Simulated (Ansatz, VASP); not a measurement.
**KBr: VASP beside Ansatz**

```
K Br
1.0
     4.04350    0.00000    0.00000
     0.00000    4.04350    0.00000
     0.00000    0.00000    4.04350
K Br
1 1
Cartesian
  0.0000 0.0000 0.0000
  2.0217 2.0217 2.0217
```

Measurements of this composition are mostly on another form, of space group No. 225.

Alike in both runs: task single point; functional PBE; k mesh 4 × 4 × 4; occupations gaussian, width 0.1 eV; no spin polarisation.

|  | VASP | Ansatz |
| --- | --- | --- |
| version | VASP 6.6.1 | Ansatz 0.2.0 |
| potentials or method | VASP PAW PBE potentials, release 64 (K_sv, Br) | scalar-relativistic, plane waves, PAW |
| plane-wave cutoff (eV) | 520 | 420 |
| valence electrons in the cell | 16 | 16 |

```tsv
	VASP	Ansatz	Ansatz less VASP
gap on the k mesh at the Fermi level (eV)	3.86	3.86	+0.001
least direct gap on the mesh (eV)	4.12	4.12	0.000
pressure (GPa)	0.0	0.0	-0.04
```

A k mesh can miss the band edges. A hybrid or GW would open this gap; PBE tends to underestimate it.
